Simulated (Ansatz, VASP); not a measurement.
**Pt: VASP beside Ansatz**

File INCAR:

```
  ALGO = Normal
  EDIFF = 1E-7
  ENCUT = 520
  GGA = PE
  ISIF = 2
  ISMEAR = 0
  LASPH = True
  LCHARG = True
  LELF = True
  LREAL = False
  LVHAR = True
  LWAVE = False
  NBANDS = 11
  NELM = 100
  PREC = Accurate
  SIGMA = 0.15
```

File KPOINTS:

```
k-points
0
Gamma
  26 26 26
```

File POSCAR:

```
Pt
1.0
    0.0446637387      1.9850550540      1.9850550540
    1.9850550540      0.0446637387      1.9850550540
    2.0297187927      2.0297187927      0.0000000000
Pt
1
Direct
    0.0000000000      0.0000000000      0.0000000000
```

Input for Ansatz:

```yaml
crystal:
  lattice:
    - [0.0446637387, 1.985055054, 1.985055054]
    - [1.985055054, 0.0446637387, 1.985055054]
    - [2.0297187927, 2.0297187927, 0.0]
  atoms:
    - { symbol: Pt, position: [0.0, 0.0, 0.0] }
basis:
  ecutwfc: 420
kpoints:
  mp_grid: { grid: [26, 26, 26] }
hamiltonian:
  xc: pbe
scf:
  occupations: { method: gaussian, width: 0.15 }
output:
  forces: true
  stress: true
  eigenvalues: true
```

Change from the starting cell: strain +0.0450 x Voigt [0, 0, 0, 0, 0, 1], atoms carried along.

Alike in both runs: task single point; functional PBE; k mesh 26 × 26 × 26; occupations gaussian, width 0.15 eV; no spin polarisation.

|  | VASP | Ansatz |
| --- | --- | --- |
| version | VASP 6.6.1 | Ansatz 0.2.0 |
| potentials or method | VASP PAW PBE potentials, release 64 (Pt) | scalar-relativistic, plane waves, PAW |
| plane-wave cutoff (eV) | 520 | 420 |
| valence electrons in the cell | 10 | 18 |

Ansatz gave:

* gap on the k mesh at the Fermi level (eV): none
* pressure (GPa): 0.6
* largest component of the traceless stress (GPa): 3.10

Question: Estimate VASP's values.

Answer: gap on the k mesh at the Fermi level (eV): none; pressure (GPa): 0.1; largest component of the traceless stress (GPa): 3.11.

A gap of «none» marks a metal or a gap that the smearing closes. With one functional, cell and mesh, what is left measures potentials, basis and numerics. The two sets of potentials don't hold the same shells in valence.

Spin-orbit coupling is left out, which matters for the levels of Pt.
